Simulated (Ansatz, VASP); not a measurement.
**Pt: VASP beside Ansatz**

```xyz
1
Lattice="0.0000 2.0843 2.0843 2.0843 0.0000 2.0843 2.0843 2.0843 0.0000" Properties=species:S:1:pos:R:3 pbc="T T T"
Pt    0.0000    0.0000    0.0000
```

Change from the starting cell: strain +0.050 along x and y, +0.050 along z, atoms carried along.

Alike in both runs: task single point; functional PBE; k mesh 26 × 26 × 26; occupations gaussian, width 0.15 eV; no spin polarisation.

|  | VASP | Ansatz |
| --- | --- | --- |
| version | VASP 6.6.1 | Ansatz 0.2.0 |
| potentials or method | VASP PAW PBE potentials, release 64 (Pt) | scalar-relativistic, plane waves, PAW |
| plane-wave cutoff (eV) | 520 | 420 |
| valence electrons in the cell | 10 | 18 |

Ansatz gave:

```
gap on the k mesh at the Fermi level (eV) : none
pressure (GPa)                            : -24.1
```

Task: Estimate VASP's values.

Result: gap on the k mesh at the Fermi level (eV): none; pressure (GPa): -24.3.

A gap of «none» marks a metal or a gap that the smearing closes. The two sets of potentials don't hold the same shells in valence.

Caveats: so large a pressure means that the cell lies far from this level's equilibrium, or that cutoff or potentials fall short (VASP). The runs have no spin-orbit coupling, so splittings on Pt are missing.
